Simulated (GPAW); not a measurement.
SnSe2:

```xyz
3
Lattice="3.8110 0.0000 0.0000 -1.9055 3.3004 0.0000 0.0000 0.0000 6.1360" Properties=species:S:1:pos:R:3 pbc="T T T"
Sn    0.0000    0.0000    0.0000
Se    1.9055    1.1001    4.6081
Se    0.0000    2.2003    1.5279
```

```yaml
Program: GPAW 26.7.0
Task: relaxation of cell and atoms
Functional: SCAN
Potentials_or_basis: GPAW PAW data sets (gpaw-data 1.2.1)
Cutoff: 600 eV
Basis: pw
k_mesh: 6 × 6 × 3
Occupations: fermi-dirac, width 0.05 eV
Spin: no spin polarisation
```

At the start: pressure 3.2 GPa; volume 25.73 Å³/atom.

Problem. Where does the relaxation end?

Solution. Over 13 steps the energy falls by 14.7 meV/atom and the volume is 27.43 Å³/atom (+6.6 %); space group P-3m1 (No. 164, to 0.05 Å).

Step by step:
| step | energy change (eV) | largest force (eV/Å) | pressure (GPa) | volume (Å³) |
| --- | --- | --- | --- | --- |
| 1 | 0.0000 | 0.4614 | 3.19 | 77.18 |
| 2 | -0.0156 | 0.3141 | 2.36 | 77.74 |
| 3 | -0.0344 | 0.0661 | 0.31 | 79.33 |
| 4 | -0.0347 | 0.0779 | 0.22 | 79.45 |
| 5 | -0.0370 | 0.1068 | -0.19 | 80.22 |
| 6 | -0.0388 | 0.0868 | -0.39 | 80.91 |
| 7 | -0.0405 | 0.0343 | -0.34 | 81.47 |
| 8 | -0.0415 | 0.0219 | -0.19 | 81.92 |
| 9 | -0.0421 | 0.0548 | -0.10 | 82.26 |
| 10 | -0.0427 | 0.0655 | -0.04 | 82.39 |
| 11 | -0.0440 | 0.0427 | 0.09 | 82.38 |
| 12 | -0.0441 | 0.0121 | 0.05 | 82.30 |
| 13 | -0.0442 | 0.0014 | 0.01 | 82.30 |

Final structure:
```cif
data_structure
_symmetry_space_group_name_H-M 'P 1'
_symmetry_Int_Tables_number 1
_cell_length_a 3.8356
_cell_length_b 3.8356
_cell_length_c 6.4596
_cell_angle_alpha 90.000
_cell_angle_beta 90.000
_cell_angle_gamma 120.000
_cell_volume 82.30
loop_
_atom_site_label
_atom_site_type_symbol
_atom_site_fract_x
_atom_site_fract_y
_atom_site_fract_z
_atom_site_occupancy
Sn1 Sn 0.00000 0.00000 0.00000 1
Se1 Se 0.66667 0.33333 0.75668 1
Se2 Se 0.33333 0.66667 0.24332 1
```

Caveat: later steps reuse the first step's grids; the PAW data sets were made with another functional, which shifts forces and pressure a little.
